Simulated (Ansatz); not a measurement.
Data:

CaF$_{2}$ (fluorite)

```
CELL_PARAMETERS angstrom
      0.00000     5.43914     5.43914
      2.71957     0.00000     2.71957
      2.71957     2.71957     0.00000
ATOMIC_POSITIONS crystal
  Ca 0.00000 0.00000 0.00000
  Ca 0.50000 0.00000 0.00000
  F  0.12500 0.25000 0.25000
  F  0.62500 0.25000 0.25000
  F  0.37500 0.75000 0.75000
  F  0.87500 0.75000 0.75000
```

The atoms are displaced by Q × the pattern below (from a DFPT mode at L = (0.5, 0.0, 0.0), largest move 1; Q in Å), at fixed cell. (q is in reciprocal vectors of the primitive cell; the cell shown is doubled to hold the pattern.)

```csv
atom,x,y,z
Ca1,0.577,-0.577,-0.577
Ca2,-0.577,0.577,0.577
F3,-0.514,0.514,0.514
F4,0.514,-0.514,-0.514
F5,0.514,-0.514,-0.514
F6,-0.514,0.514,0.514
```

Calculation: r2SCAN (plane waves to 500 eV, PAW, scalar-relativistic; Ansatz, a first-principles code). k mesh 11×11×11 (Γ-centred), Fermi-Dirac smearing 0.05 eV. The energy includes the smearing's −TS. CaF2 was relaxed with its symmetry unable to fall. The zero of ΔE is the undisplaced structure.

The scan covers Q from -0.100 to 0.100 Å in 13 points.

Q: Which space group does the distorted structure have?

A: R-3m (No. 166), lowered from Fm-3m.

Q: What is the energy change at Q = 0.100 Å?

A: 318 meV/cell.

Q: What harmonic wavenumber does the curvature at Q = 0 give?

A: 352 cm⁻¹.

(For displaced atoms, the force is minus the slope of the energy, and its curvature is a force constant, which sets phonon frequencies.)
